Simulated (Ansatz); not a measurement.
# AlN (rock salt): the cost of one run

Computed with Ansatz 0.2.0 (DFT PBEsol, scalar-relativistic, plane waves, PAW, unless a step's input says otherwise).

**1. Starting point**

It takes space group Fm-3m (No. 225, cubic). The conventional cell has a = 4.098 Å, b = 4.098 Å, c = 4.098 Å, α = 90.00°, β = 90.00°, γ = 90.00°. Al (site symmetry m-3m) is surrounded by 6 N at 2.05 Å. N (site symmetry m-3m) has 6 Al at 2.05 Å as nearest neighbours.

Structure file:

```
Al N
1.0
     0.00000    2.04911    2.04911
     2.04911    0.00000    2.04911
     2.04911    2.04911    0.00000
Al N
1 1
Direct
  0.00000 0.00000 0.00000
  0.50000 0.50000 0.50000
```

**2. Volume × 1.04**

input.yaml reads:

```yaml
crystal:
  lattice:
    - [0.0, 2.0491148942, 2.0491148942]
    - [2.0491148942, 0.0, 2.0491148942]
    - [2.0491148942, 2.0491148942, 0.0]
  atoms:
    - { symbol: Al, position: [0.0, 0.0, 0.0] }
    - { symbol: "N", position: [0.5, 0.5, 0.5] }
scf:
  occupations: { method: fixed }
output:
  forces: true
  stress: true
  eigenvalues: true
  write_density: true
  write_potential: true
  elf: true
  volumetric_format: npy
hamiltonian:
  xc: pbesol
basis:
  ecutwfc: 520
kpoints:
  mp_grid: { grid: [10, 10, 10] }
```

On the command line:

```
ansatz run input.yaml --threads 1 --pin off --max-ram 2867MiB --backend cpu --events-out ev --progress --plain --runs-dir out
```

Q: Estimate wall time and peak memory on 1 thread of Intel Xeon at 2.30GHz, shared host.

About 1.2 s, with a peak of 0.33 GiB.
